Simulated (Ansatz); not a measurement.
## FePt: a prediction, then the measurements

All numbers below come from DFT PBE, scalar-relativistic, plane waves, PAW (Ansatz 0.2.0).

Cutoff 420 eV; k points 20×20×14 on the computed 2-atom cell (Γ-centred); Gaussian smearing, width 0.10 eV; collinear spin from starting moments 3.3 0.4 μB.

Relaxed structure:

```
Fe Pt
1.0
     2.72910    0.00000    0.00000
     0.00000    2.72910    0.00000
     0.00000    0.00000    3.76523
Fe Pt
1 1
Direct
  0.00000 0.00000 0.00000
  0.50000 0.50000 0.50000
```

```json
{
  "Space group": "P4/mmm (No. 123)",
  "Volume per atom": "14.02 Å³",
  "Formation energy from the elements' standard states (uncorrected)": "-0.229 eV/atom",
  "Kohn–Sham band gap": "none (metal)",
  "Density of states at the Fermi level": "1.3 states/eV per cell",
  "Orbital (Löwdin) character within 0.5 eV of the Fermi level": "Fe 3d 64 %, Pt 5d 23 %, unprojected 5 %",
  "Bader charge by site (e)": "Fe (1 in the cell) 0.66, Pt (1 in the cell) -0.66",
  "Total moment": "3.30 μB per cell",
  "Moment by site (μB)": "Fe1 2.98, Pt2 0.38"
}
```

Spin-orbit coupling is left out, which matters for the bands of heavy elements.

Only this magnetic start was tried.

**Against measurements.**

Measured lattice constant c of FePt: 3.713 Å (300 K; quoted in “Dynamical properties of ordered Fe-Pt alloys”, 2015, arxiv:1501.05550). This calculation gives 3.765 Å (+1.4 %). The calculation is for 0 K without zero-point motion.

The cell was reached from a generator's guess, though it ends in a space group that the Crystallography Open Database lists for this formula. Löwdin shares on free-atom orbitals overweight diffuse shells.
